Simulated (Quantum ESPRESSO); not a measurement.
Set up this calculation in Quantum ESPRESSO 7.5, as an ASE script.

```
Task                   : relaxation of cell and atoms
Functional             : PBEsol
Dispersion             : D4
Potentials or basis    : PseudoDojo 0.4.1 SR PBE standard
Cutoff                 : 952 eV
Density cutoff         : 3810 eV
k mesh                 : 8 × 8 × 8
Occupations            : fermi-dirac, width 0.05 eV
Spin                   : no spin polarisation
ASE optimiser          : LBFGS
Dispersion computed by : dftd4 4.3.1 through ASE
Mixing beta            : 0.5
Most SCF iterations    : 120
SCF threshold          : 4e-10 Ry
```

The structure of InP lies in InP.cif:

```cif
data_InP
_cell_length_a 5.86100000
_cell_length_b 5.86100000
_cell_length_c 5.86100000
_cell_angle_alpha 90.00000000
_cell_angle_beta 90.00000000
_cell_angle_gamma 90.00000000
_space_group_name_H-M_alt 'F-43m'
_space_group_name_Hall 'F -4 2 3'
_space_group_IT_number 216
loop_
_space_group_symop_operation_xyz
'x,y,z'
'y,-x,-z'
'-x,-y,z'
'-y,x,-z'
'x,-y,-z'
'y,x,z'
'-x,y,-z'
'-y,-x,z'
'z,x,y'
'-z,y,-x'
'z,-x,-y'
'-z,-y,x'
'-z,x,-y'
'z,y,x'
'-z,-x,y'
'z,-y,-x'
'y,z,x'
'-x,-z,y'
'-y,z,-x'
'x,-z,-y'
'-y,-z,x'
'x,z,y'
'y,-z,-x'
'-x,z,-y'
'x,y+1/2,z+1/2'
'y,-x+1/2,-z+1/2'
'-x,-y+1/2,z+1/2'
'-y,x+1/2,-z+1/2'
'x,-y+1/2,-z+1/2'
'y,x+1/2,z+1/2'
'-x,y+1/2,-z+1/2'
'-y,-x+1/2,z+1/2'
'z,x+1/2,y+1/2'
'-z,y+1/2,-x+1/2'
'z,-x+1/2,-y+1/2'
'-z,-y+1/2,x+1/2'
'-z,x+1/2,-y+1/2'
'z,y+1/2,x+1/2'
'-z,-x+1/2,y+1/2'
'z,-y+1/2,-x+1/2'
'y,z+1/2,x+1/2'
'-x,-z+1/2,y+1/2'
'-y,z+1/2,-x+1/2'
'x,-z+1/2,-y+1/2'
'-y,-z+1/2,x+1/2'
'x,z+1/2,y+1/2'
'y,-z+1/2,-x+1/2'
'-x,z+1/2,-y+1/2'
'x+1/2,y,z+1/2'
'y+1/2,-x,-z+1/2'
'-x+1/2,-y,z+1/2'
'-y+1/2,x,-z+1/2'
'x+1/2,-y,-z+1/2'
'y+1/2,x,z+1/2'
'-x+1/2,y,-z+1/2'
'-y+1/2,-x,z+1/2'
'z+1/2,x,y+1/2'
'-z+1/2,y,-x+1/2'
'z+1/2,-x,-y+1/2'
'-z+1/2,-y,x+1/2'
'-z+1/2,x,-y+1/2'
'z+1/2,y,x+1/2'
'-z+1/2,-x,y+1/2'
'z+1/2,-y,-x+1/2'
'y+1/2,z,x+1/2'
'-x+1/2,-z,y+1/2'
'-y+1/2,z,-x+1/2'
'x+1/2,-z,-y+1/2'
'-y+1/2,-z,x+1/2'
'x+1/2,z,y+1/2'
'y+1/2,-z,-x+1/2'
'-x+1/2,z,-y+1/2'
'x+1/2,y+1/2,z'
'y+1/2,-x+1/2,-z'
'-x+1/2,-y+1/2,z'
'-y+1/2,x+1/2,-z'
'x+1/2,-y+1/2,-z'
'y+1/2,x+1/2,z'
'-x+1/2,y+1/2,-z'
'-y+1/2,-x+1/2,z'
'z+1/2,x+1/2,y'
'-z+1/2,y+1/2,-x'
'z+1/2,-x+1/2,-y'
'-z+1/2,-y+1/2,x'
'-z+1/2,x+1/2,-y'
'z+1/2,y+1/2,x'
'-z+1/2,-x+1/2,y'
'z+1/2,-y+1/2,-x'
'y+1/2,z+1/2,x'
'-x+1/2,-z+1/2,y'
'-y+1/2,z+1/2,-x'
'x+1/2,-z+1/2,-y'
'-y+1/2,-z+1/2,x'
'x+1/2,z+1/2,y'
'y+1/2,-z+1/2,-x'
'-x+1/2,z+1/2,-y'
loop_
_atom_site_label
_atom_site_type_symbol
_atom_site_symmetry_multiplicity
_atom_site_Wyckoff_symbol
_atom_site_fract_x
_atom_site_fract_y
_atom_site_fract_z
_atom_site_occupancy
In1 In 4 a 0.0000000000 0.0000000000 0.0000000000 1
P1 P 4 c 0.2500000000 0.2500000000 0.2500000000 1
```

These files were run (other wordings do the same):

run.py

```python
import numpy as np
from ase.calculators.espresso import Espresso, EspressoProfile
import spglib
from ase import Atoms
from ase.io import read

atoms = read('InP.cif')
cell, pos, num = spglib.standardize_cell((atoms.cell[:], atoms.get_scaled_positions(), atoms.numbers), to_primitive=True, symprec=1e-4)
atoms = Atoms(numbers=num, cell=cell, scaled_positions=pos, pbc=True)

input_data = {
    'control': {'calculation': 'scf', 'prefix': 'pwscf', 'outdir': './tmp', 'tprnfor': True, 'tstress': True, 'disk_io': 'low'},
    'system': {'ecutwfc': 70.0, 'nbnd': 15, 'input_dft': 'pbesol', 'occupations': 'smearing', 'smearing': 'fd', 'degauss': 0.00367493},
    'electrons': {'conv_thr': 4e-10, 'electron_maxstep': 120, 'mixing_beta': 0.5},
}
pseudopotentials = {'P': 'P.upf', 'In': 'In.upf'}
profile = EspressoProfile(command='pw.x', pseudo_dir='pseudo')
dft = Espresso(profile=profile, input_data=input_data, pseudopotentials=pseudopotentials, kpts=(8, 8, 8), koffset=(0, 0, 0))
from ase.calculators.mixing import SumCalculator
from dftd4.ase import DFTD4
d4 = DFTD4(method='pbesol')
atoms.calc = SumCalculator([dft, d4])

from ase.optimize import LBFGS
from ase.filters import FrechetCellFilter
done = LBFGS(FrechetCellFilter(atoms), trajectory='opt.traj').run(fmax=0.02, steps=30)
print('converged', done)
print('cell (A)', np.round(atoms.cell.cellpar(), 5))
print(f'energy {atoms.get_potential_energy():.8f} eV')
print('forces (eV/A)')
print(np.round(atoms.get_forces(), 6))
print('stress (eV/A^3, Voigt)')
print(np.round(atoms.get_stress(), 8))
print(f'Fermi level {dft.get_fermi_level():.4f} eV')
print(f'D4 part {d4.get_potential_energy(atoms):.8f} eV')
atoms.write('final.traj')
```

Potentials or basis: PseudoDojo 0.4.1 SR PBE standard.

Command:

```console
$ OMP_NUM_THREADS=1 python run.py
```

It gave:

The relaxed volume is 25.07 Å³/atom and the relaxed cell is a = 4.139 Å, b = 4.139 Å, c = 4.139 Å, α = 60.00°, β = 60.00°, γ = 60.00°. The space group after relaxing (to 0.05 Å) is F-43m (No. 216). The energy gained by relaxing is 0.1 meV/atom and the ionic steps are 3. The pressure after relaxing is 0.0 GPa, the band gap on the k mesh is 0.62 eV, direct and the dispersion energy per atom is -0.199 eV.

Caveat: the potentials were made for another functional, which shifts forces and pressure; spin-orbit coupling is left out, which moves the levels of the heavy elements.

Wall time 91 s on 1 thread of Arm Neoverse V1 (shared host), peak memory 0.09 GiB.
